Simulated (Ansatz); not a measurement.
**Moving the functional in RuAl**

The cell as given:

```
CELL_PARAMETERS angstrom
2.99160 0.00000 0.00000
0.00000 2.99160 0.00000
0.00000 0.00000 2.99160
ATOMIC_POSITIONS crystal
Ru 0.50000 0.50000 0.50000
Al 0.00000 0.00000 0.00000
```

Kept alike: task relaxation of cell and atoms; k mesh 9 × 9 × 9; occupations fermi-dirac, width 0.05 eV; no spin polarisation. Program: Ansatz, Ansatz PAW. Cutoffs run from 420 to 500 eV. The mesh is that of the run's cell of 2 atoms. No spin-orbit coupling.

| run | volume (Å³/atom) |
| --- | --- |
| A | 13.181 |
| B | 13.551 |
| C | 13.262 |
| D | 13.788 |
| E | 12.884 |
| F | 14.003 |
| G | 13.729 |

The relaxations keep at least the cell's symmetry (Pm-3m). For a metal such a mesh leaves the last digits unconverged. Relaxations stop with a little pressure left, so the last digits of a volume or edge aren't settled. All rows use potentials made for PBE.

**Question.** The runs differ in the functional (and the cutoff that goes with it) alone: BLYP; LDA; PBE; PBEsol; RPBE; r2SCAN; revPBE. Which run is which?

**Answer.** Run A is PBEsol; run B is PBE; run C is r2SCAN; run D is RPBE; run E is LDA; run F is BLYP; run G is revPBE. The volume runs from 12.884 (LDA) to 14.003 Å³/atom (BLYP). From PBE: BLYP +0.452; LDA -0.667; PBEsol -0.370; RPBE +0.237; r2SCAN -0.289; revPBE +0.178.
